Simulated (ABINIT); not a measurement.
# Ta (Im-3m) in ABINIT: reference runs

Aim: a first look at Ta with PBE, on the cell as given and on a disturbed one.

All numbers are computed with ABINIT 10.8.3 (patched build); they aren't measurements. Logs are shortened: lines on timing, memory, paths and dates and some standing lists are left out, and cuts for length are marked. The log counts tension as positive stress, the text compression.

**The experiment to reproduce.**

“Pressure effects on the electronic structure and superconductivity of (TaNb)0.67(HfZrTi)0.33 high entropy alloy”, 2019, arxiv:1910.08312 quotes, for a bulk crystal of Ta: bulk modulus 194 GPa.

The results are compared with them further down.

### Step 1. Starting point

Symmetry: Im-3m, No. 229, cubic system. The conventional cell has a = 3.303 Å, b = 3.303 Å, c = 3.303 Å, α = 90.00°, β = 90.00°, γ = 90.00°. Around Ta (site symmetry m-3m) lie 8 Ta at 2.86 Å.

### Step 2. Single point, PBE

Input file run.abi:

```
pp_dirpath "./"
pseudos "Ta.GGA_PBE-JTH.xml"

structure "poscar:POSCAR"
natom 1

ecut 19.0
pawecutdg 38.0

kptopt 1
ngkpt 11 11 11
nshiftk 1
shiftk 0.0 0.0 0.0

ixc 11

nband 11
occopt 3
tsmear 0.00183747

nstep 100
tolvrs 1.0e-9

iomode 3
prtwf 0
prteig 0
prtebands 0
enunit 1
prtden 1
prtvha 1
prtvclmb 1
prtpot 1
```

Input file POSCAR:

```
Ta
1.0
   -1.6512800000      1.6512800000      1.6512800000
    1.6512800000     -1.6512800000      1.6512800000
    1.6512800000      1.6512800000     -1.6512800000
Ta
1
Direct
    0.0000000000      0.0000000000      0.0000000000  Ta
```

Potentials or basis: JTH PAW PBE v2.0.

The run is started by

```bash
abinit run.abi > log 2>&1
```

run.abo:

```text
.Version 10.8.3 of ABINIT
 Symmetries : space group Im -3 m (#229); Bravais cI (body-center cubic)
================================================================================
 Values of the parameters that define the memory need of the present run
     intxc =       0    ionmov =       0      iscf =      17    lmnmax =      18
     lnmax =       6     mgfft =      24  mpssoang =       3    mqgrid =    3001
     natom =       1  nloc_mem =       2    nspden =       1   nspinor =       1
    nsppol =       1      nsym =      48    n1xccc =       1    ntypat =       1
    occopt =       3   xclevel =       2
       mpw =         490          nfft =       13824          nkpt =          56
 PAW method is used; the additional fine FFT grid is defined by:
   mgfftf=        30    nfftf =     27000
================================================================================
================================================================================

--------------------------------------------------------------------------------
------------- Echo of variables that govern the present computation ------------
--------------------------------------------------------------------------------
 -outvars: echo values of preprocessed input variables --------
            acell      1.0000000000E+00  1.0000000000E+00  1.0000000000E+00 Bohr
              amu      1.80947900E+02
             ecut      1.90000000E+01 Hartree
           enunit           1
                       outvar_i_n : Printing only first  50 k-points.
              ixc          11
                       outvar_i_n : Printing only first  50 k-points.
         kptrlatt       11    0    0      0   11    0      0    0   11
          kptrlen      5.94528804E+01
            natom           1
            nband          11
            ngfft          24      24      24
          ngfftdg          30      30      30
             nkpt          56
            nstep         100
             nsym          48
           ntypat           1
                       prtocc : prtvol=0, do not print more k-points.
           occopt           3
        pawecutdg      3.80000000E+01 Hartree
         pawxcdev           0
        prtebands           0
           prteig           0
           prtpot           1
         prtvclmb           1
           prtvha           1
            prtwf           0
            rprim     -3.1204669572E+00  3.1204669572E+00  3.1204669572E+00
                       3.1204669572E+00 -3.1204669572E+00  3.1204669572E+00
                       3.1204669572E+00  3.1204669572E+00 -3.1204669572E+00
          spgroup         229
           tolvrs      1.00000000E-09
           tsmear      1.83747000E-03 Hartree
            typat      1
           useylm           1
                       outvars : Printing only first  50 k-points.
            znucl       73.00000

================================================================================

 chkinp: Checking input parameters for consistency.

================================================================================
== DATASET  1 ==================================================================

--- !DatasetInfo
[... 107 lines left out ...]

 ----iterations are completed or convergence reached----

 Mean square residual over all n,k,spin=   29.689E-08; max=  72.046E-06
 reduced coordinates (array xred) for    1 atoms
       0.000000000000      0.000000000000      0.000000000000
 rms dE/dt=  0.0000E+00; max dE/dt=  0.0000E+00; dE/dt below (all hartree)
    1       0.000000000000      0.000000000000      0.000000000000

 cartesian coordinates (angstrom) at end:
    1      0.00000000000000     0.00000000000000     0.00000000000000

 cartesian forces (hartree/bohr) at end:
    1     -0.00000000000000    -0.00000000000000    -0.00000000000000
 frms,max,avg= 0.0000000E+00 0.0000000E+00   0.000E+00  0.000E+00  0.000E+00 h/b

 cartesian forces (eV/Angstrom) at end:
    1     -0.00000000000000    -0.00000000000000    -0.00000000000000
 frms,max,avg= 0.0000000E+00 0.0000000E+00   0.000E+00  0.000E+00  0.000E+00 e/A
 length scales=  1.000000000000  1.000000000000  1.000000000000 bohr
              =  0.529177210544  0.529177210544  0.529177210544 angstroms
 Fermi (or HOMO) energy (eV) =   1.08466   Average Vxc (eV)= -12.56476
 Eigenvalues (   eV  ) for nkpt=  56  k points:
 kpt#   1, nband= 11, wtk=  0.00075, kpt=  0.0000  0.0000  0.0000 (reduced coord)
 -66.06186  -31.97359  -31.97359  -31.97359   -6.82890    1.83418    1.83418    1.83418
   5.11031    5.11031   16.05651
 prteigrs : prtvol=0 or 1, do not print more k-points.

--- !EnergyTerms
iteration_state     : {dtset: 1, }
comment             : Components of total free energy in Hartree
kinetic             :  6.01170496541704E+00
hartree             :  7.81001784364902E+00
xc                  : -8.16696893144951E+00
Ewald energy        : -4.92739116777256E+01
psp_core            :  8.22626164497620E+00
local_psp           : -7.35039131641112E+00
PAW spherical_terms : -1.62273699302111E+01
internal            : -5.89706574017551E+01
'-kT*entropy'       : -3.10014826467384E-04
total_energy        : -5.89709674165816E+01
total_energy_eV     : -1.60468177167176E+03
...

--- !EnergyTermsDC
iteration_state     : {dtset: 1, }
comment             : '"Double-counting" decomposition of free energy'
band_energy         : -1.21964484301186E+01
Ewald energy        : -4.92739116777256E+01
psp_core            :  8.22626164497620E+00
xc_dc               : -1.19603486549703E+01
PAW spherical_terms :  6.23378393127618E+00
internal            : -5.89706631865622E+01
'-kT*entropy'       : -3.10014826467384E-04
total_energy_dc     : -5.89709732013886E+01
total_energy_dc_eV  : -1.60468192908438E+03
...

--- !EnergyTermsWithPAWCore
iteration_state     : {dtset: 1, }
comment             : 'Components of total free energy, including PAW core contributions'
Total energy        : -1.56049164681665E+04
Total energy DC     : -1.56049164739513E+04
Total energy (eV)   : -4.24631409351548E+05
Total energy DC (eV): -4.24631409508960E+05
...

 Cartesian components of stress tensor (hartree/bohr^3)
  sigma(1 1)= -8.23756356E-05  sigma(3 2)=  0.00000000E+00
  sigma(2 2)= -8.23756356E-05  sigma(3 1)=  0.00000000E+00
  sigma(3 3)= -8.23756356E-05  sigma(2 1)=  0.00000000E+00

-Cartesian components of stress tensor (GPa)         [Pressure=  2.4236E+00 GPa]
- sigma(1 1)= -2.42357487E+00  sigma(3 2)=  0.00000000E+00
- sigma(2 2)= -2.42357487E+00  sigma(3 1)=  0.00000000E+00
- sigma(3 3)= -2.42357487E+00  sigma(2 1)=  0.00000000E+00

== END DATASET(S) ==============================================================
================================================================================

 -outvars: echo values of variables after computation  --------
            acell      1.0000000000E+00  1.0000000000E+00  1.0000000000E+00 Bohr
           etotal     -5.8970973201E+01
            fcart     -0.0000000000E+00 -0.0000000000E+00 -0.0000000000E+00
            rprim     -3.1204669572E+00  3.1204669572E+00  3.1204669572E+00
                       3.1204669572E+00 -3.1204669572E+00  3.1204669572E+00
                       3.1204669572E+00  3.1204669572E+00 -3.1204669572E+00
           strten     -8.2375635634E-05 -8.2375635634E-05 -8.2375635634E-05
                       0.0000000000E+00  0.0000000000E+00  0.0000000000E+00
 Calculation completed.
```

Run time: 9.5 s. Hardware: 1 thread of Intel Xeon Platinum 8488C (Sapphire Rapids), shared host; peak memory 0.1 GiB.

Results:

| Item | Value |
| --- | --- |
| Free energy | -1604.6819 eV |
| Pressure | 2.4 GPa |
| Band gap on the k mesh | none (metal or under the smearing width) |
| Valence electrons inside the program's atomic spheres | Ta 10.66 (radii [1.2805] Å) |

[end of part 1 of 2]
